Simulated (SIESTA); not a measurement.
A run of SIESTA 5.4.2 is set up as follows.

File TiO2.fdf:

```
SystemName                      Anatase
SystemLabel                     TiO2
NumberOfSpecies                 2
NumberOfAtoms                   6
%block ChemicalSpeciesLabel
  1  22 Ti
  2   8 O
%endblock ChemicalSpeciesLabel

LatticeConstant                 1.0 Ang
%block LatticeVectors
    -1.8921000000     1.8921000000     4.7573000000
     1.8921000000    -1.8921000000     4.7573000000
     1.8921000000     1.8921000000    -4.7573000000
%endblock LatticeVectors
AtomicCoordinatesFormat         Fractional
%block AtomicCoordinatesAndAtomicSpecies
     0.7500000000     0.2500000000     0.5000000000  1  Ti
     0.0000000000     0.0000000000     0.0000000000  1  Ti
     0.7919000000     0.7919000000     0.0000000000  2  O
     0.5419000000     0.0419000000     0.5000000000  2  O
     0.9581000000     0.4581000000     0.5000000000  2  O
     0.2081000000     0.2081000000     0.0000000000  2  O
%endblock AtomicCoordinatesAndAtomicSpecies

%block kgrid.MonkhorstPack
    6   0   0  0.0
    0   6   0  0.0
    0   0   6  0.0
%endblock kgrid.MonkhorstPack
XC.Functional                   GGA
XC.Authors                      PBEsol
PAO.BasisSize                   DZP
PAO.EnergyShift                 0.003 Ry
Mesh.Cutoff                     800 Ry
OccupationFunction              FD
ElectronicTemperature           0.05 eV
MaxSCFIterations                120
SCF.MustConverge                false
SCF.Mixer.Method                Pulay
SCF.Mixer.Weight                0.25
SCF.Mixer.History               8
SCF.DM.Tolerance                5.0e-05
SCF.H.Tolerance                 1.0e-03 eV
WriteForces                     true
Charge.Mulliken                 end
Charge.Hirshfeld                end
Charge.Voronoi                  end
SaveRho                         true
SaveElectrostaticPotential      true
%block PAO.Basis
  Ti 5
  n=3 0 2
    3.151 0.000
  n=4 0 2
    8.703 0.000
  n=3 1 2
    3.568 0.000
  n=4 1 1
    8.703
  n=3 2 2
    6.267 0.000
%endblock PAO.Basis
```

Potentials or basis: PseudoDojo 0.4 standard (PBEsol files), DZP (energy shift 0.003 Ry; two zetas on semicore shells).

The run is started by

```sh
$ siesta TiO2.fdf > TiO2.out 2>&1
```

(1) Estimate the band gap on the k mesh.

(2) What does it give for the Voronoi charges?

(3) What does it give for the pressure?

(4) What does it give for the largest force?

## Answers

(1) 2.01 eV, indirect (least direct gap 2.30 eV).

(2) Ti +0.51; O -0.25 e.

(3) 2.9 GPa.

(4) 0.081 eV/Å.

Caveat: the basis of atomic orbitals isn't converged, which shifts pressures, moduli and gaps.
